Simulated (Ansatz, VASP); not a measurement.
**KF: VASP beside Ansatz**

Contents of INCAR:

```
ALGO     = Normal         # electronic algorithm
EDIFF    = 1E-8           # SCF threshold, eV
ENCUT    = 520            # plane-wave cutoff, eV
GGA      = PS             # functional
ISIF     = 2              # what is computed and relaxed
ISMEAR   = -1             # smearing method
LASPH    = T              # aspherical terms in the spheres
LCHARG   = F              # write CHGCAR
LEFG     = T            
LREAL    = F              # projectors in reciprocal space
LWAVE    = F              # write WAVECAR
NBANDS   = 15             # bands
NELM     = 100            # most SCF steps
PREC     = Accurate       # precision mode
SIGMA    = 0.01           # smearing width, eV
```

KPOINTS

```
k-points
0
Gamma
  9 9 9
```

Contents of POSCAR:

```
KF
1.0
    0.0000000000      2.6555565063      2.6555565063
    2.6555565063      0.0000000000      2.6555565063
    2.6555565063      2.6555565063      0.0000000000
K F
1 1
Direct
    0.0000000000      0.0000000000      0.0000000000
    0.5000000000      0.5000000000      0.5000000000
```

Input for Ansatz:

```yaml
crystal:
  lattice:
    - [0.0, 2.6555565063, 2.6555565063]
    - [2.6555565063, 0.0, 2.6555565063]
    - [2.6555565063, 2.6555565063, 0.0]
  atoms:
    - { symbol: K, position: [0.0, 0.0, 0.0] }
    - { symbol: F, position: [0.5, 0.5, 0.5] }
kpoints:
  mp_grid: { grid: [9, 9, 9] }
scf:
  occupations: { method: fermi_dirac, width: 0.01 }
hamiltonian:
  xc: pbesol
  pseudopotentials: { kind: all_electron, datasets: crystal }
output:
  forces: true
  stress: true
  eigenvalues: true
  efg: { contact_densities: true }
```

Change from the starting cell: volume scaled by 0.98, crystal datasets.

Alike in both runs: task electric field gradients; functional PBEsol; k mesh 9 × 9 × 9; occupations fermi-dirac, width 0.01 eV; no spin polarisation.

|  | VASP | Ansatz |
| --- | --- | --- |
| version | VASP 6.6.1 | Ansatz 0.2.0 |
| potentials or method | VASP PAW PBE potentials, release 64 (K_sv, F) | all-electron PAW with datasets made for the crystal, scalar-relativistic |
| plane-wave cutoff (eV) | 520 | see its input |

|  | VASP | Ansatz | Ansatz less VASP |
| --- | --- | --- | --- |
| gap on the k mesh at the Fermi level (eV) | 6.12 | 6.13 | +0.011 |
| pressure (GPa) | 0.0 | -0.1 | -0.05 |
| Vzz of the field gradient on the site that differs most (V/Å²) | 0.0 | 0.0 | -0.01 |

Ansatz ran all-electron here, so the differences hold the error of VASP's frozen core and of both bases.

Caveats: the PAW data sets were made with another functional, which shifts forces and pressure a little (VASP); an odd mesh through Γ misses points on the zone boundary, where band edges often lie.
